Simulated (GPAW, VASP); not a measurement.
This is a calculation of Bi (Bismuth) for GPAW 26.7.0 (ASE script). 

File run.py:

```python
from ase import Atoms
from ase.dft.bandgap import bandgap
from ase.io import write
from ase.units import GPa
from gpaw import GPAW, PW

atoms = Atoms(['Bi', 'Bi'],
              cell=[[2.2675, 1.3091417354, 3.938],
                    [-2.2675, 1.3091417354, 3.938],
                    [0.0, -2.6182834708, 3.938]],
              scaled_positions=[[0.766, 0.766, 0.766],
                                [0.234, 0.234, 0.234]],
              pbc=True)

calc = GPAW(mode=PW(600),
            xc='LDA',
            kpts={'size': (7, 7, 7), 'gamma': True},
            occupations={'name': 'methfessel-paxton', 'order': 0, 'width': 0.02},
            nbands=25,
            convergence={'density': 1e-05, 'energy': 1e-05},
            maxiter=150,
            txt='gpaw.txt')
atoms.calc = calc
energy = atoms.get_potential_energy()
forces = atoms.get_forces()
stress = atoms.get_stress()
calc.write('gs.gpw')
write('result.traj', atoms)
print(f'Energy: {energy:.6f} eV')
print('Forces (eV/A):')
print(forces.round(4))
print('Stress (GPa):', (stress / GPa).round(3))
print('Fermi level:', round(calc.get_fermi_level(), 4), 'eV')
print(f'Gap: {bandgap(calc)[0]:.4f} eV, direct: {bandgap(calc, direct=True)[0]:.4f} eV')
```

Potentials or basis: the program's PAW data sets (release 1.2.1) made for this functional, pw.

Run with:

```bash
$ OMP_NUM_THREADS=1 python run.py
```

What does the same run look like in VASP 6.6.1? Potentials or basis there: LDA PAW files Bi, 500 eV.

As run (cutoffs and basis follow the program's own potentials, and thresholds, step limits or extra output files can differ):

The input INCAR:

```
SYSTEM = Bi
  ALGO = Fast
  EDIFF = 1E-6
  ENCUT = 500
  GGA = CA
  ISIF = 2
  ISMEAR = 0
  LASPH = .TRUE.
  LCHARG = .TRUE.
  LELF = .TRUE.
  LREAL = .FALSE.
  LVHAR = .TRUE.
  LWAVE = .FALSE.
  NBANDS = 12
  NELM = 80
  PREC = Accurate
  SIGMA = 0.02
```

The input KPOINTS:

```
k-points
0
G
  7 7 7
  0 0 0
```

Contents of POSCAR:

```
Bi
1.0
    2.2675000000      1.3091417354      3.9380000000
   -2.2675000000      1.3091417354      3.9380000000
    0.0000000000     -2.6182834708      3.9380000000
Bi
2
Direct
    0.7660000000      0.7660000000      0.7660000000
    0.2340000000      0.2340000000      0.2340000000
```

Potentials or basis: VASP PAW LDA potentials, release 64 (Bi).

The run is started by

```bash
$ cat potpaw_LDA.64/Bi/POTCAR > POTCAR
$ mpirun -np 1 vasp_std > vasp.out
```

Both were run:

|  | GPAW | VASP |
| --- | --- | --- |
| Pressure | -1.7 GPa | -1.4 GPa |

The potentials hold 30 and 10 valence electrons a cell.

The two programs' LDA may be different fits to the electron gas.

Pressure is positive in compression.
